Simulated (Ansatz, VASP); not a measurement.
# Sn8HO16 (interstitial H+ in rutile SnO2) in two plane-wave programs, part 2 of 2

Wanted: the spread between two codes on one cell, functional and k mesh. The cell is taken from a series of runs on this material, whose earlier steps may have relaxed, scaled, displaced or heated it; both programs get it as it stands.

VASP 6.6.1 and Ansatz 0.2.0.

So far. Step 2 (VASP: single point, HSE06): The run ends at a pressure of -15.55 GPa, with forces up to 3.7 eV/Å.

### Step 3. Ansatz: single point, HSE06

Level of this step: Ansatz beside VASP: Kohn-Sham DFT, plane waves, HSE06 (Ansatz).

Ansatz runs on its default PAW (the set named soft_2) files.

The same cell, functional, mesh and smearing now go to Ansatz.

File input.yaml:

```yaml
crystal:
  lattice:
    - [4.82691784, 4.82691784, 0.0]
    - [-4.82691784, 4.82691784, 0.0]
    - [0.0, 0.0, 6.47657047]
  atoms:
    - { symbol: Sn, position: [-0.006760639, 0.002472046, -0.000621199] }
    - { symbol: Sn, position: [0.500887373, 0.508500053, -0.008956833] }
    - { symbol: Sn, position: [0.003964309, 0.508431314, 0.250267754] }
    - { symbol: Sn, position: [0.490468815, -0.021670589, 0.250267676] }
    - { symbol: O, position: [0.30253847, 0.009444473, 0.00357415] }
    - { symbol: O, position: [0.807300269, 0.508098966, 0.000686221] }
    - { symbol: O, position: [0.005270191, 0.812840337, 0.25026712] }
    - { symbol: O, position: [0.537933372, 0.300092208, 0.250268468] }
    - { symbol: O, position: [0.19616238, 0.493525458, 0.002276646] }
    - { symbol: O, position: [0.684242167, -0.007152674, 0.001587052] }
    - { symbol: O, position: [-0.029382017, 0.198666975, 0.25026871] }
    - { symbol: O, position: [0.490148193, 0.67858179, 0.250267603] }
    - { symbol: Sn, position: [-0.006760627, 0.002469715, 0.501158398] }
    - { symbol: Sn, position: [0.500887868, 0.508505106, 0.509496011] }
    - { symbol: Sn, position: [0.000897405, 0.501506948, 0.750268312] }
    - { symbol: Sn, position: [0.493952969, 0.006433894, 0.750268216] }
    - { symbol: O, position: [0.302538629, 0.009441431, 0.496962755] }
    - { symbol: O, position: [0.807299683, 0.508100626, 0.49985023] }
    - { symbol: O, position: [0.003237278, 0.808578322, 0.750269311] }
    - { symbol: O, position: [0.502659563, 0.313708348, 0.750267466] }
    - { symbol: O, position: [0.196162076, 0.493530402, 0.49826051] }
    - { symbol: O, position: [0.684241492, -0.007155982, 0.498948739] }
    - { symbol: O, position: [-0.007893646, 0.194313106, 0.750268424] }
    - { symbol: O, position: [0.491288779, 0.700598405, 0.75027097] }
    - { symbol: H, position: [0.736853668, 0.275701351, 0.250269616] }
total_charge: 1
basis:
  ecutwfc: 420
  xc_grid: 2
hamiltonian:
  xc: hse06
kpoints:
  mp_grid: { grid: [1, 1, 1] }
scf:
  occupations: { method: fermi_dirac, width: 0.01 }
  max_iter: 120
output:
  forces: true
checkpoint:
  read: "../relax.run"
```

The run is started by

```bash
$ ansatz run input.yaml --threads 2 --pin off --max-ram 3768MiB --backend cpu --events-out ev --progress --plain --runs-dir out
```

Numbers of over 12 decimals in the logs are rounded to 6 here.

Output:

```text
Warning: the atoms were moved onto the symmetric positions of the space group found under crystal.symmetry.tolerance 1.0e-5 (fractional; no operation is sought that the atoms, as they stand in a round, miss by more than twice it, and no atom is moved by as much as it), and the run uses the moved positions. Before a round's move an operation carried an atom to 3.75e-5 Å from where it should land, the largest such dist [...]
Warning: checkpoint.read: the run can stay near the saved state's solution: 15 site(s) moved relative to the saved geometry (max |Δs| = 5.290e-2 fractional); the SCF starts from the saved state under `checkpoint.density_extrapolation: transplant`, in force with no word given; its orbitals are not used off its sites. A run without `checkpoint.read` takes nothing of the state. A lower free energy from it at the same positions (and U, V and field ramp, if any) shows a solution that this start missed, and an equal or higher one rules none out (checkpoint.read, Limitations, in the input reference)
exact exchange: scf.exx.singularity resolves to wigner_seitz, which cuts the screened interaction at the faces of the exchange supercell's Wigner-Seitz cell, so that each pair interacts once, at the shortest of its separations (the periodic images that this leaves out come, for a point-like exchange hole, to about 0.184 eV on a filled level). The cut falls within the interaction's reach, and what an exchange supercel [...]
Engine: ansatz 0.2.0, x86_64-unknown-linux-gnu
Pseudopotentials: kind: paw
Pseudopotential: Sn, paw, valence charge 14, recommended cutoff 420 eV (normal), Sn.paw.azcp
Pseudopotential: O, paw, valence charge 6, recommended cutoff 420 eV (normal), O.paw.azcp
Pseudopotential: H, paw, valence charge 1, recommended cutoff 420 eV (normal), H.paw.azcp
Functional definition: HSE06
  parameter a = 0.25
  parameter omega = 0.11/bohr
  exchange = pbe_x - a*pbe_x_sr(omega) + a*exact_x_sr(omega)
  correlation = pbe_c
Crystal: 25 atoms, lattice volume = 301.797 Å³
[...]
iter 1 solved again at ethr=3.16e-4 eV; its pass at ethr=1.00e-1 eV (dr2=6.58e-1 eV) is discarded
SCF iter   1: F=—  HF=-57294.566414 eV  |F-HF|=—  |Δ(HF+E_count)|=         —  Δρ=1.68e-2  dr2=6.49e-1  ethr=3.16e-4  ⟨swp⟩=13.0  Hψ=846  notcnv=0
preconditioner: auto → none  [insulator: Δε(μ)=0.602 eV  Ē_g=19.186 eV  σ=0.010 eV  W_gap=1.00  n_scr=80 (ndim 8)  ℏωp=30.8 eV  f_vac=0.048  D(μ)=0.00/eV (n_scr^D=0)]
SCF iter   2: F=—  HF=-57294.480038 eV  |F-HF|=—  |Δ(HF+E_count)|=   8.64e-2  Δρ=1.18e-2  dr2=2.58e-1  ethr=3.12e-4  ⟨swp⟩=8.0  Hψ=380  notcnv=0
SCF iter   3: F=—  HF=-57294.439030 eV  |F-HF|=—  |Δ(HF+E_count)|=   4.10e-2  Δρ=5.63e-3  dr2=6.72e-2  ethr=1.24e-4  ⟨swp⟩=9.0  Hψ=366  notcnv=0
SCF iter   4: F=—  HF=-57294.432900 eV  |F-HF|=—  |Δ(HF+E_count)|=   6.13e-3  Δρ=2.57e-3  dr2=1.66e-2  ethr=3.23e-5  ⟨swp⟩=7.0  Hψ=319  notcnv=0
iter 5 solved again at ethr=5.08e-7 eV; its pass at ethr=7.98e-6 eV (dr2=1.06e-3 eV) is discarded
SCF iter   5: F=—  HF=-57294.430385 eV  |F-HF|=—  |Δ(HF+E_count)|=   2.51e-3  Δρ=7.06e-4  dr2=1.03e-3  ethr=5.08e-7  ⟨swp⟩=3.0  Hψ=579  notcnv=0
SCF iter   6: F=—  HF=-57294.430427 eV  |F-HF|=—  |Δ(HF+E_count)|=   4.21e-5  Δρ=2.63e-4  dr2=1.24e-4  ethr=4.96e-7  ⟨swp⟩=7.0  Hψ=305  notcnv=0
SCF iter   7: F=-57294.430448 eV  HF=-57294.430446 eV  |F-HF|=1.59e-6  |Δ(HF+E_count)|=   1.90e-5  Δρ=1.01e-4  dr2=1.16e-5  ethr=5.97e-8  ⟨swp⟩=3.0  Hψ=270  notcnv=0
SCF 1 stopped early in 7 iterations: F = -57294.430448 eV  dr2 = 1.16e-5
  greatest PAW one-centre occupation: 0.996 electrons in one spin orbital (limit 2), on the Sn atom at site 3 (counted from 0), in its partial waves of l = 2
Initial density: handed on by an earlier stage of this run
Initial wavefunctions: those handed on with the density
Functional: x = pbe(κ = 0.804, μ = 0.219515) + 0.25 (exact − pbe) at short range (hse, ω = 0.207870 Å⁻¹), c = pbe(β = 0.066725); HSE06 as pw.x's `hse` composes it (authors' and Libxc's form: `xc: wpbeh`)
Exchange kernel: α = 0.2500, screened, ω = 0.2079 Å⁻¹, Wigner–Seitz truncation, v(0) = 661.4558 eV·Å³, q-mesh 1×1×1, nearest image of the exchange supercell L = 6.48 Å, pair-density grid 45×45×45, without the augmentation charges, whose exchange is taken in its separable form (the finest that the files' search goes to)
Frozen-core exchange: fock
SCF iter   1: F=—  HF=-57324.517464 eV  |F-HF|=—  |Δ(HF+E_count)|=         —  Δρ=1.04e-2  dr2=2.19e-1  ethr=5.58e-8  ⟨swp⟩=15.0  Hψ=854  notcnv=0
preconditioner: auto → none  [insulator: Δε(μ)=2.555 eV  Ē_g=21.871 eV  σ=0.010 eV  W_gap=1.00  n_scr=80 (ndim 8)  ℏωp=30.8 eV  f_vac=0.043  D(μ)=0.00/eV (n_scr^D=0)]
[...]
SCF iter   3: F=—  HF=-57324.547070 eV  |F-HF|=—  |Δ(HF+E_count)|=   9.95e-2  Δρ=2.24e-3  dr2=1.32e-2  ethr=5.58e-8  ⟨swp⟩=7.0  Hψ=576  notcnv=0
SCF iter   4: F=—  HF=-57324.543555 eV  |F-HF|=—  |Δ(HF+E_count)|=   3.51e-3  Δρ=4.22e-4  dr2=7.26e-4  ethr=5.58e-8  ⟨swp⟩=5.0  Hψ=533  notcnv=0
SCF iter   5: F=—  HF=-57324.545211 eV  |F-HF|=—  |Δ(HF+E_count)|=   1.66e-3  Δρ=3.59e-4  dr2=3.08e-4  ethr=5.58e-8  ⟨swp⟩=6.0  Hψ=448  notcnv=0
SCF iter   6: F=-57324.545138 eV  HF=-57324.545143 eV  |F-HF|=5.84e-6  |Δ(HF+E_count)|=   6.76e-5  Δρ=6.26e-5  dr2=2.00e-5  ethr=5.58e-8  ⟨swp⟩=4.0  Hψ=302  notcnv=0
SCF 2 stopped early in 6 iterations: F = -57324.545138 eV  dr2 = 2.00e-5
  Residual-converged pass: ⟨swp⟩=4.0  Hψ=388  notcnv=0  max |occ|·‖R‖ = 6.0e-6 eV (tolerance 6.7e-6 eV)  dr2=1.99e-5  dr2_onsite=1.00e-6  max |Δocc| = 0.0e0
hybrid outer 1: dexx = +1.085e-1 eV, tail = 4.03e-4 eV
Exchange kernel: α = 0.2500, screened, ω = 0.2079 Å⁻¹, Wigner–Seitz truncation, v(0) = 661.4558 eV·Å³, q-mesh 1×1×1, nearest image of the exchange supercell L = 6.48 Å, pair-density grid 45×45×45, without the augmentation charges, whose exchange is taken in its separable form (the finest that the files' search goes to)
Frozen-core exchange: fock
SCF iter   1: F=—  HF=-57324.541734 eV  |F-HF|=—  |Δ(HF+E_count)|=         —  Δρ=1.16e-4  dr2=4.11e-5  ethr=9.69e-7  ⟨swp⟩=8.0  Hψ=316  notcnv=0
preconditioner: auto → none  [insulator: Δε(μ)=2.529 eV  Ē_g=21.898 eV  σ=0.010 eV  W_gap=1.00  n_scr=80 (ndim 8)  ℏωp=30.8 eV  f_vac=0.048  D(μ)=0.00/eV (n_scr^D=0)]
SCF iter   2: F=—  HF=-57324.541731 eV  |F-HF|=—  |Δ(HF+E_count)|=   3.14e-6  Δρ=4.08e-5  dr2=4.70e-6  ethr=1.44e-8  ⟨swp⟩=5.0  Hψ=308  notcnv=0
SCF iter   3: F=—  HF=-57324.541737 eV  |F-HF|=—  |Δ(HF+E_count)|=   6.63e-6  Δρ=2.30e-5  dr2=9.07e-7  ethr=1.57e-9  ⟨swp⟩=7.0  Hψ=349  notcnv=0
SCF iter   4: F=—  HF=-57324.541737 eV  |F-HF|=—  |Δ(HF+E_count)|=   4.35e-8  Δρ=8.82e-6  dr2=1.39e-7  ethr=3.03e-10  ⟨swp⟩=3.0  Hψ=247  notcnv=0
SCF iter   5: F=—  HF=-57324.541738 eV  |F-HF|=—  |Δ(HF+E_count)|=   3.52e-7  Δρ=6.77e-6  dr2=1.19e-7  ethr=3.69e-11  ⟨swp⟩=8.0  Hψ=451  notcnv=0
SCF iter   6: F=-57324.541738 eV  HF=-57324.541738 eV  |F-HF|=7.28e-9  |Δ(HF+E_count)|=   2.56e-8  Δρ=1.67e-6  dr2=8.54e-9  ethr=3.69e-11  ⟨swp⟩=4.0  Hψ=273  notcnv=0
SCF 3 converged in 6 iterations: F = -57324.541738 eV  dr2 = 8.54e-9
  Residual-converged pass: ⟨swp⟩=4.0  Hψ=312  notcnv=0  max |occ|·‖R‖ = 1.2e-6 eV (tolerance 1.5e-6 eV)  dr2=9.08e-9  dr2_onsite=6.87e-10  max |Δocc| = 0.0e0
hybrid outer 2: dexx = +6.640e-6 eV, tail = 1.65e-7 eV, Δε = 4.88e-3 eV (about 1.39e-4 eV left of the loop's levels), ΔF = 4.52e-3 eV/Å (tail 9.02e-4)
hybrid SCF converged: 2 outer / 12 inner (+7 warm-up), last move |dexx| = 6.64e-6 eV, tail = 1.65e-7 eV
Stability not checked: this state was not tested for a lower state beside it, because the functional holds exact exchange (a hybrid, or Hartree-Fock), whose exchange loop this test does not read (fock_operator; see scf.lower_state_search)
Free energy (F): -57324.541736 eV
Frozen-core exchange: fock
Harris-Foulkes:  -57324.541736 eV  (|F-HF|=7.28e-9)
Internal energy: -57324.541736 eV  (E = F + TS)
E sigma→0 (E₀):  -57324.541736 eV
Fermi energy:    8.717113 eV
--- Per-component energies (eV) ---
  E_band       = -1017.114413
  E_kinetic    = 4322.921516
  E_local      = -11797.347008  (includes V_loc(G=0)·N_el)
  E_nonlocal   = 512.347276
  E_hartree    = 6100.671752
  E_xc         = -3321.030278
  E_vxc        = -1781.883735  (∫ρ·V_xc dr)
  E_exx        = -606.327593  (= α·E_x^exact, valence–valence)
  E_paw        = -36045.674401  (= ΣΔE_a)
  E_vpaw       = -3261.876923  (= ΣTr[D̂ρ^β])
  E_aug_tail   = 0.038381  (compensation charges beyond the density's cutoff)
  E_ewald      = -16491.785800
  E_core_change = 1.644426  (= ΣΔE_core)
  E_smearing   = -0.000000  (= −TS)
  E_closure    = -0.000006  (closes the sum)
  E_deformation_potential = 17.035997  (in the stress; not in F)
  Σ components = -57324.541736   (vs F -57324.541736, Δ=1.46e-11)
--- Forces (eV/Å), atoms counted from 1 ---
  atom   1  Sn     0.32080857    -0.29800461    -0.51124185
  atom   2  Sn     0.41420364    -0.29766802     0.57233304
  atom   3  Sn    -0.29433246     0.73046996     0.00000000
  atom   4  Sn    -0.30916015     0.58425251     0.00000000
  atom   5  O     -0.12643737    -0.15091544    -0.00236221
  atom   6  O      0.15720903     0.13187451     0.00383889
  atom   7  O     -0.19950405     0.18065792     0.00000000
  atom   8  O      2.83394792     2.39328843    -0.00000000
  atom   9  O     -0.13356816    -0.15398028     0.01558206
  atom  10  O      0.15483428     0.09197092    -0.04499371
  atom  11  O     -1.28211447    -0.49975041     0.00000000
  atom  12  O     -0.24101854     0.21156714     0.00000000
  atom  13  Sn     0.32080857    -0.29800461     0.51124185
  atom  14  Sn     0.41420364    -0.29766802    -0.57233304
  atom  15  Sn    -0.02547773     0.08945118     0.00000000
  atom  16  Sn    -0.05626789     0.09554897     0.00000000
  atom  17  O     -0.12643737    -0.15091544     0.00236221
  atom  18  O      0.15720903     0.13187451    -0.00383889
  atom  19  O     -0.03868391     0.02508534     0.00000000
  atom  20  O      0.02683961    -0.02866876    -0.00000000
  atom  21  O     -0.13356816    -0.15398028    -0.01558206
  atom  22  O      0.15483428     0.09197092     0.04499371
  atom  23  O      0.03207185    -0.04231900    -0.00000000
  atom  24  O     -0.03936939     0.03783523     0.00000000
  atom  25  H     -1.98086213    -2.42405815     0.00000000
  max |Σ_I F_I| component: 1.69e-4 eV/Å
--- Band table (eV) ---
  k-point 0: bands = ["-15.0162", "-14.8524", "-14.6766", "-14.6555", "-14.6370", "-14.6164", "-14.5870", "-14.2897", "-14.2073", "-14.1835", "-14.1417", "-14.1191", "-14.0645", "-13.9762", "-13.8972", "-13.8959", "-13.8741", "-13.8671", "-13.8588", "-13.8325", "-13.8309", "-13.8298", "-13.8053", "-13.8007", "-13.7823", "-13.7734", "-13.7523", "-13.7329", "-13.7233", "-13.7131", "-13.6952", "-13.6896", "-13.6662", "- [...]
  guard bands above this table: 24 of the run's 129 bands. The solve was not asked for them (output.publish_guard_bands: true or output.eigenvalues: true publishes all)
```

### Step 4. Side by side

Known differences besides the potentials themselves: exact exchange at q = 0 is treated differently, which shows on coarse meshes; VASP keeps PBE cores, Ansatz makes them for the functional; the cutoff is 420 eV in Ansatz and 520 eV in VASP (PREC = Accurate, projectors in real space); VASP takes a coarser grid for exact exchange (PRECFOCK = Fast). Total energies have different zeros and are not compared.

Both answers:

```tsv
quantity	Ansatz	VASP	difference
gap on the k mesh (eV)	2.528	2.578	-0.050
```

Forces on 9 of the 25 atoms, those with the largest forces and the largest differences (eV/Å; atoms numbered as in POSCAR):

```tsv
atom	Ansatz x, y, z	VASP x, y, z
Sn2	0.414, -0.298, 0.572	0.422, -0.303, 0.594
Sn3	-0.294, 0.730, 0.000	-0.293, 0.738, 0.000
Sn5	0.321, -0.298, 0.511	0.318, -0.301, 0.513
Sn6	0.414, -0.298, -0.572	0.422, -0.303, -0.594
O12	2.834, 2.393, 0.000	2.817, 2.372, 0.000
O15	-1.282, -0.500, 0.000	-1.299, -0.496, 0.000
O20	0.027, -0.029, 0.000	0.054, -0.053, 0.000
O24	-0.039, 0.038, 0.000	-0.074, 0.066, 0.000
H25	-1.981, -2.424, 0.000	-1.951, -2.397, 0.000
```

The forces differ by 13 meV/Å r.m.s., which is 2.1 % of the r.m.s. force of 0.620 eV/Å (both taken over all components). A gap on the mesh is an upper bound, since the band edges may lie between its points. The cell carries a charge of +1 e against a uniform background, so its pressure also hangs on how the neutralising background is counted, and in a defect's cell a gap may be the spacing between its levels.

### Step 5. Results

| Item | Value |
| --- | --- |
| r.m.s. force difference (single point, HSE06) | 2.1 % of the r.m.s. force |
| difference in gap on the k mesh (single point, HSE06) | -0.050 eV |

**Reading.** The r.m.s. force difference is 2.1 % of the r.m.s. force (single point, HSE06), within the 3 % picked in this series as the mark of a large difference. How closely two codes agree says nothing of how well the functional describes the real material.

[Lines on the potential files, build, host, timing and source positions are cut from VASP's logs without a mark.]

[Logs are printed without paths, hosts, clocks, repeated set-up lines and the standing remarks that a program may print on its own settings, such as how far it seeks lower states.]

[Hosts, paths, dates, database ids (printed as entryN), source tags and the programs' standing remarks are cut or masked in the printed files.]
